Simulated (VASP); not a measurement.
## AlN: Born charges and dielectric tensor with LDA

Crystal: AlN.

```xyz
4
Lattice="3.3121 0.0000 0.0000 -1.6561 2.8684 0.0000 0.0000 0.0000 4.1876" Properties=species:S:1:pos:R:3 pbc="T T T"
Al    0.0000    1.9123    3.1407
Al    1.6561    0.9561    1.0469
N     0.0000    1.9123    1.0469
N     1.6561    0.9561    3.1407
```

Measurements of this composition are mostly on another form, of space group No. 186.

- Program: VASP 6.6.1
- Task: Born charges and dielectric tensor
- Functional: LDA
- Potentials or basis: VASP PAW LDA potentials, release 64 (Al, N)
- Cutoff: 600 eV
- k mesh: 9 × 9 × 6
- Occupations: gaussian, width 0.02 eV
- Spin: no spin polarisation
- Further INCAR settings: ALGO = Normal; EDIFF = 1e-08; IBRION = 8; NSW = 1

The band gap on the k mesh is 3.29 eV, direct. The electronic dielectric tensor (diagonal) is 4.51, 4.51, 4.99. The born charges (mean of the diagonal) is Al +2.73; N -2.73 e and the highest phonon frequency at Γ, LO-TO splitting left out is 669 cm⁻¹.

Levels at points of the mesh, in eV from the valence-band top:
```tsv
k point	band 6	band 7	band 8	band 9	band 10	band 11
(0.00, 0.00, 0.00)	-1.61	-1.61	0.00	3.29	4.25	8.05
(0.00, 0.00, 0.50)	-2.48	-2.48	-2.48	5.57	5.57	8.25
```

Phonon frequencies in cm⁻¹ (negative: imaginary):
```csv
q point,frequencies
"(0.000, 0.000, 0.000)",0 0 0 180 326 326 375 650 659 659 669 669
```

Electronic dielectric tensor:
```
4.51 0.00 0.00
0.00 4.51 0.00
0.00 0.00 4.99
```

Born effective charge tensors (e):
atom 1, Al
```
2.52 0.00 0.00
0.00 2.52 0.00
0.00 0.00 3.15
```
atom 2, Al
```
2.52 0.00 0.00
0.00 2.52 0.00
0.00 0.00 3.15
```
atom 3, N
```
-2.52  0.00  0.00
 0.00 -2.52  0.00
 0.00  0.00 -3.15
```
atom 4, N
```
-2.52  0.00  0.00
 0.00 -2.52  0.00
 0.00  0.00 -3.15
```

Run time: 5.9 min on 1 thread of Intel(R) Xeon(R) Platinum 8375C CPU @ 2.90GHz (Ice Lake) (shared host), peak memory 0.39 GiB.

Caveat: an odd mesh through Γ misses points on the zone boundary, where band edges often lie.
